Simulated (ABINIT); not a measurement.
Crystal: V.

```xyz
1
Lattice="-1.5144 1.5144 1.5144 1.5144 -1.5144 1.5144 1.5144 1.5144 -1.5144" Properties=species:S:1:pos:R:3 pbc="T T T"
V     0.0000    0.0000    0.0000
```

Base run:

```yaml
Program: ABINIT 10.8.3 (patched build)
Functional: PBE
Potentials_or_basis: JTH PAW PBE v2.0
Cutoff: 408 eV
k_mesh: 10 × 10 × 10
Occupations: fermi-dirac, width 0.05 eV
Spin: collinear spin, ferromagnetic start
Starting_moments: "[2.0] μB"
```

Its results: band gap on the k mesh none (metal or under the smearing width); pressure -4.2 GPa; net moment 0.00 μB per cell.

Q: The run is repeated on the same cell with these changes: k mesh from 10 × 10 × 10 to 5 × 5 × 5. What comes out?

A: Band gap on the k mesh none (metal or under the smearing width); pressure -3.2 GPa; net moment 0.24 μB per cell; site moments V +0.20 μB.

Caveats: some runs use coarse meshes.

Not every run made on this cell is shown here.
